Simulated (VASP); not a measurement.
**BeTe: relaxation of cell and atoms with revPBE+D3**

The system is BeTe.

```
Te Be
1.0
     0.00000    2.77000    2.77000
     2.77000    0.00000    2.77000
     2.77000    2.77000    0.00000
Te Be
1 1
Direct
  0.75000 0.75000 0.75000
  0.00000 0.00000 0.00000
```

```
Program                : VASP 6.6.1
Task                   : relaxation of cell and atoms
Functional             : revPBE
Dispersion             : D3
Potentials or basis    : VASP PAW PBE potentials, release 64 (Te, Be)
Cutoff                 : 600 eV
k mesh                 : 8 × 8 × 8
Occupations            : fermi-dirac, width 0.05 eV
Spin                   : no spin polarisation
Further INCAR settings : ALGO = Normal; EDIFF = 1e-06; IBRION = 2; EDIFFG = -0.01; NSW = 40; ISIF = 3
```

```json
{
 "Relaxed volume": "22.34 Å³/atom",
 "Relaxed cell": "a = 3.983 Å, b = 3.983 Å, c = 3.983 Å, α = 60.00°, β = 60.00°, γ = 60.00°",
 "Space group after relaxing (to 0.05 Å)": "F-43m (No. 216)",
 "Energy gained by relaxing": "10.1 meV/atom",
 "Ionic steps": "3",
 "Pressure after relaxing": "0.0 GPa",
 "Band gap on the k mesh": "2.04 eV, indirect (least direct gap 3.63 eV)",
 "Dispersion energy per atom": "-0.389 eV"
}
```

The path:
| step | energy change (eV) | largest force (eV/Å) | pressure (GPa) | volume (Å³) |
| --- | --- | --- | --- | --- |
| 1 | 0.0000 | 0.0000 | 3.08 | 42.51 |
| 2 | -0.0195 | 0.0000 | -0.47 | 45.07 |
| 3 | -0.0201 | 0.0000 | 0.00 | 44.68 |

Final structure:
```
CELL_PARAMETERS angstrom
0.00000 2.81648 2.81648
2.81648 0.00000 2.81648
2.81648 2.81648 0.00000
ATOMIC_POSITIONS crystal
Te 0.75000 0.75000 0.75000
Be 0.00000 0.00000 0.00000
```

Levels at points of the mesh, in eV from the valence-band top:
| k point | band 2 | band 3 | band 4 | band 5 | band 6 | band 7 |
| --- | --- | --- | --- | --- | --- | --- |
| (0.00, 0.00, 0.00) | 0.00 | 0.00 | 0.00 | 3.63 | 3.63 | 3.63 |
| (0.50, 0.00, 0.00) | -5.53 | -1.13 | -1.13 | 3.11 | 4.61 | 4.61 |
| (0.50, 0.50, 0.00) | -5.11 | -2.64 | -2.64 | 2.04 | 2.70 | 9.75 |

Run time: 18 s on 1 thread of Intel(R) Xeon(R) Platinum 8488C (Sapphire Rapids), with other jobs on the host, peak memory 0.18 GiB.

Caveat: the PAW data sets were made with another functional, which shifts forces and pressure a little; spin-orbit coupling is left out, which moves the levels of the heavy elements. Zero-point motion and thermal expansion aren't in these numbers.
